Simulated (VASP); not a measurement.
Runs of VASP 6.6.1 on SiC (Moissanite 3C). It takes space group F-43m (No. 216, cubic). Conventional cell: a = 4.358 Å, b = 4.358 Å, c = 4.358 Å, α = 90.00°, β = 90.00°, γ = 90.00°. Si (site symmetry -43m) is surrounded by 4 C at 1.89 Å. C (site symmetry -43m) is surrounded by 4 Si at 1.89 Å. 

| task | level | cell | k mesh | cutoff (eV) | grid for exact exchange (PRECFOCK) | screening parameter | exchange at q = 0 | gap on the mesh (eV) | pressure (GPa) |
| --- | --- | --- | --- | --- | --- | --- | --- | --- | --- |
| band structure | HSE06 | as given | 6 × 6 × 6 | 520 | Fast | 0.2 1/A | - | (b) | -1.8 |
| band structure | r2SCAN | as given | 10 × 10 × 10 | 520 | - | - | - | 1.72 | -0.4 |
| band structure | TB-mBJ | as given | 10 × 10 × 10 | 520 | - | - | - | (c) | - |
| band structure | PBE0 | as given | 6 × 6 × 6 | 520 | Fast | - | truncated | (a) | -1.9 |
| relaxation of cell and atoms | PBEsol | relaxed | 10 × 10 × 10 | 600 | - | - | - | 1.23 | 0.0 |

Alike in all rows: potentials or basis VASP PAW PBE potentials, release 64 (Si, C); no spin polarisation; smearing gaussian 0.03 eV.

Problem. Estimate the missing entries.

Solution. (a) 2.96; (b) 2.25; (c) 2.34.

Caveats: the PAW data sets were made with another functional, which shifts forces and pressure a little; the relaxation stopped at its first step, so nothing moved (some runs).

A k mesh can miss the band edges.

Runs at the PBE level aren't shown here.
